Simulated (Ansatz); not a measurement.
# P: the order of phases at one pressure

Which of fcc, bcc, hcp, diamond, simple hexagonal, sc has the lowest enthalpy for P at one common pressure? Methods of the runs shown: PAW.

Computed with Ansatz 0.2.0 (DFT, PBE, PAW with Ansatz's default frozen-core files, scalar-relativistic, unless a step's input says otherwise).

### 1 Starting point

It takes space group Fm-3m (No. 225, cubic). The conventional cell has a = 3.915 Å, b = 3.915 Å, c = 3.915 Å, α = 90.00°, β = 90.00°, γ = 90.00°. P (site symmetry m-3m) has 12 P at 2.77 Å as nearest neighbours.

As a file:

```cif
data_structure
_symmetry_space_group_name_H-M 'Fm-3m'
_symmetry_Int_Tables_number 225
_cell_length_a 3.9149
_cell_length_b 3.9149
_cell_length_c 3.9149
_cell_angle_alpha 90.000
_cell_angle_beta 90.000
_cell_angle_gamma 90.000
_cell_volume 60.00
loop_
_atom_site_label
_atom_site_type_symbol
_atom_site_symmetry_multiplicity
_atom_site_Wyckoff_symbol
_atom_site_fract_x
_atom_site_fract_y
_atom_site_fract_z
_atom_site_occupancy
P1 P 4 a 0.00000 0.00000 0.00000 1
```

The file gives the conventional cell by its symmetry; the runs use the cell typed in the input.

### 2 Cell relaxed at zero pressure, PAW

The input, input.yaml:

```yaml
crystal:
  lattice:
    - [0.0, 1.9574338206, 1.9574338206]
    - [1.9574338206, 0.0, 1.9574338206]
    - [1.9574338206, 1.9574338206, 0.0]
  atoms:
    - { symbol: P, position: [0.0, 0.0, 0.0] }
kpoints:
  mp_grid: { grid: [17, 17, 17] }
scf:
  occupations: { method: fermi_dirac, width: 0.05 }
hamiltonian:
  xc: pbe
  pseudopotentials: { kind: paw }
output:
  forces: true
  stress: true
  write_density: true
  write_potential: true
  elf: true
  volumetric_format: npy
relax:
  f_tol: 0.005
  max_steps: 40
  cell: {}
```

Run with:

```console
$ ansatz run input.yaml --threads 1 --pin off --max-ram 3584MiB --backend cpu --events-out ev --progress --plain --runs-dir out
```

Further steps of the session: Volume scaled by 0.887, to set the pressure, PAW; Fcc relaxed under pressure, PAW; Bcc relaxed under pressure, PAW; Hcp relaxed under pressure, PAW; Diamond relaxed under pressure, PAW; Simple hexagonal relaxed under pressure, PAW; Sc relaxed under pressure, PAW.

What does the calculation give? Wanted: pressure; lowest.

As calculated:

| quantity | value |
| --- | --- |
| pressure | 15 GPa |
| lowest (PAW) | sc, 332.6 meV/atom under hcp |

**Reading.** By PAW the order is sc < hcp < simple hexagonal < bcc < fcc < diamond. Only these structures were tried, with electrons smeared by 0.05 eV and without vibrations, so the true ground state may be another. The k meshes differ between phases and weren't tested, which can move differences by some meV. The hcp start ended with c/a = 0.99, far from close packing.
